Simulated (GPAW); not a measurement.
Runs of GPAW 26.7.0 on GaN. The structure is cubic, space group F-43m (No. 216). Conventional cell: a = 4.507 Å, b = 4.507 Å, c = 4.507 Å, α = 90.00°, β = 90.00°, γ = 90.00°. Ga (site symmetry -43m) has 4 N at 1.95 Å as nearest neighbours. Around N (site symmetry -43m) lie 4 Ga at 1.95 Å. The cell is a database's computed one.

```csv
task,level,potentials or basis,spin,k mesh,cutoff (eV),smearing,response ecut,maxiter,response k mesh,response bands,kernels,mesh quality,gap on the mesh (eV)
dielectric tensor,PBEsol,"PAW data sets generated in the run's folder for this functional, pw",off,8 × 8 × 8,600,fermi-dirac 0.001 eV,80 eV,150,26 × 26 × 26,24,["RPA"],not flagged,1.76
single point,LDA,"the program's PAW data sets (release 1.2.1) made for this functional, pw","non-collinear, zero start, SOC",4 × 4 × 4,800,fermi-dirac 0.05 eV,-,150,-,-,-,coarse,1.84
single point,PBE,"GPAW PAW data sets (gpaw-data 1.2.1), pw",off,8 × 8 × 8,600,fermi-dirac 0.05 eV,-,120,-,-,-,not flagged,1.80
dielectric tensor,RPBE,"the program's PAW data sets (release 1.2.1) made for this functional, pw",off,8 × 8 × 8,600,fermi-dirac 0.001 eV,80 eV,150,26 × 26 × 26,24,["RPA"],not flagged,(a)
dielectric tensor,PBE,"GPAW PAW data sets (gpaw-data 1.2.1), pw",off,8 × 8 × 8,600,fermi-dirac 0.001 eV,80 eV,150,26 × 26 × 26,24,["RPA"],not flagged,1.80
```

Alike in all rows: cell as given.

Question: Estimate the missing entries.

Answer: (a) 1.83.

Caveats: some runs use coarse meshes; the long-wavelength limit can be off by a per cent or two (some runs); this program's spin-orbit splittings come out too wide for heavy elements (some runs).

A k mesh can miss the band edges, and rows without SOC leave out spin-orbit coupling on Ga.
